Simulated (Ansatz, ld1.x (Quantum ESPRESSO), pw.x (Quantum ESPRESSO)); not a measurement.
# Ti (Z = 22): one change to the TM potential, in the atom and in the fcc crystal

```
Element                 : titanium
Generator               : ld1.x (Quantum ESPRESSO) 7.5
Type                    : norm-conserving Troullier–Martins (Kleinman–Bylander form)
Functional              : PBE
Relativity              : scalar-relativistic
Frozen core             : [Ar]
Valence charge          : 4
Reference configuration : 3d2 4s2 4p0
Partial waves           : 4s (bound): rc 2.75 bohr; 4p (bound, empty): rc 2.90 bohr; 3d (bound): rc 2.05 bohr
Local potential         : all-electron potential smoothed inside 2.20 bohr (lloc = -2)
Core correction         : a·sin(br)/r model core inside 1.45 bohr
```

Change: wave 3d (bound): rc 2.05 bohr becomes 3d (bound): rc 1.88 bohr.

Cutoffs, loose and tight: the cutoffs (Ry, on a coarse ladder) from which the occupation-weighted sum of valence levels, in a spherical-Bessel basis at the reference potential, stays within 10 and 1 mRy of its value at 400 Ry. They do not see the model core or the augmentation charge, which bear on the density cutoff. Test errors are all-electron minus pseudo excitation energies from the reference, over the configurations 3d2 4s1 4p0; 3d2 4s0 4p0; 3d1 4s0 4p0; 3d1 4s2 4p1; 3d2 4s0 4p1; 3d3 4s1 4p0; 3d3 4s0 4p0; variants that change the core or the reference have their own tests.

Crystal test: fcc Ti in pw.x 7.5, no spin, 14³ k-points, Fermi–Dirac smearing 0.01 Ry, cutoffs set for each file from its atomic test. The reference is all-electron LAPW (Ansatz 0.2.0) with the same functional, mesh and smearing; V0 and B0 come from Birch–Murnaghan fits to the pressures at five volumes. Errors are pseudo minus all-electron; Δ is the rms difference of the E(V) curves that follow from these fits, minima aligned, over ±6 % about the mean V0. Mesh and smearing are coarse, so the numbers serve the comparison and aren't converged zero-temperature values; the lattice is a test structure that the element need not adopt.

All-electron: a0 = 4.119 Å (V0 = 17.47 Å³/atom), B0 = 106.1 GPa.

Does the change bring the crystal closer to the all-electron result?

The mean pressure error goes from -0.40 to -0.56 GPa, so the change moves the solid further from the all-electron pressures. At 80 % of its cutoff the pressure of the base moves by -0.52 GPa.

```tsv
quantity	base	changed
outcome (atom)	generated	generated
cutoff, loose (atom)	50 Ry	55 Ry
cutoff, tight (atom)	60 Ry	70 Ry
bound ghosts (atom)	none	none
largest test error (meV) (atom)	-353	-383 over the solved tests; 1 of 7 tests not solved or not reliable
cutoffs in pw.x (Ry)	75/300	85/340
a0 (Å)	4.113	4.111
a0 error (%)	-0.13	-0.17
B0 error (%)	+1.8	+2.0
Δ (meV/atom)	1.5	2.1
mean pressure error (GPa)	-0.40	-0.56
```

Base: The largest radius (2.90 bohr) exceeds half the bond length (2.75 bohr), so the spheres overlap, which is one possible source of error among others. Changed file: The largest radius (2.90 bohr) exceeds half the bond length (2.75 bohr), so the spheres overlap, which is one possible source of error among others. Atomic configuration tests: 1 of 7 tests not solved or not reliable. The atomic cutoffs weigh occupied waves only.
